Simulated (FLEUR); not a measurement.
LiF (Griceite):

```xyz
2
Lattice="0.0000 2.0140 2.0140 2.0140 0.0000 2.0140 2.0140 2.0140 0.0000" Properties=species:S:1:pos:R:3 pbc="T T T"
F     2.0140    2.0140    2.0140
Li    0.0000    0.0000    0.0000
```

Base run:

```yaml
Program: FLEUR MaX-R8.1 (later development tree)
Functional: WC
Potentials_or_basis: all-electron
Basis: FLAPW
Kmax: 4.1 1/bohr
k_mesh: 11 × 11 × 11
Occupations: fermi-dirac, width 0.05 eV
Spin: no spin polarisation
```

Its results: band gap on the k mesh 8.92 eV, direct.

After a change of settings the same cell gave: band gap on the k mesh 8.82 eV, direct. Which change was it?
A. functional from WC to r2SCAN
B. functional from WC to LDA
C. functional from WC to BLYP
D. functional from WC to AM05

B.

Not every run made on this cell is shown here.
